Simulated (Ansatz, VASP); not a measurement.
One calculation of AlN, two programs

```
Al N
1.0
     3.08862    0.00000    0.00000
    -1.54431    2.67482    0.00000
     0.00000    0.00000    5.07558
Al N
2 2
Direct
  0.33333 0.66667 0.00379
  0.66667 0.33333 0.50379
  0.33333 0.66667 0.38121
  0.66667 0.33333 0.88121
```

Change from the starting cell: engineering shear strain xz +0.0000, normal strain along z +0.0267.

Alike in both runs: functional LDA; k mesh 9 × 9 × 6; occupations gaussian, width 0.05 eV; no spin polarisation.

Ansatz relaxed the structure, and its values are those at the end. VASP's run is a single point on that final structure, the one shown.

```csv
,VASP,Ansatz
version,VASP 6.6.1,Ansatz 0.2.0
potentials or method,"VASP PAW LDA potentials, release 64 (Al, N)","scalar-relativistic, plane waves, PAW"
plane-wave cutoff (eV),520,520
valence electrons in the cell,16,16
```

|  | VASP | Ansatz | Ansatz less VASP |
| --- | --- | --- | --- |
| gap on the k mesh at the Fermi level (eV) | 4.30 | 4.30 | -0.007 |
| least direct gap on the mesh (eV) | 4.30 | 4.30 | -0.007 |
| pressure (GPa) | -4.5 | -5.0 | -0.54 |

Ansatz warned: «pseudo_functional_mismatch».

Caveats: an odd mesh through Γ misses points on the zone boundary, where band edges often lie.
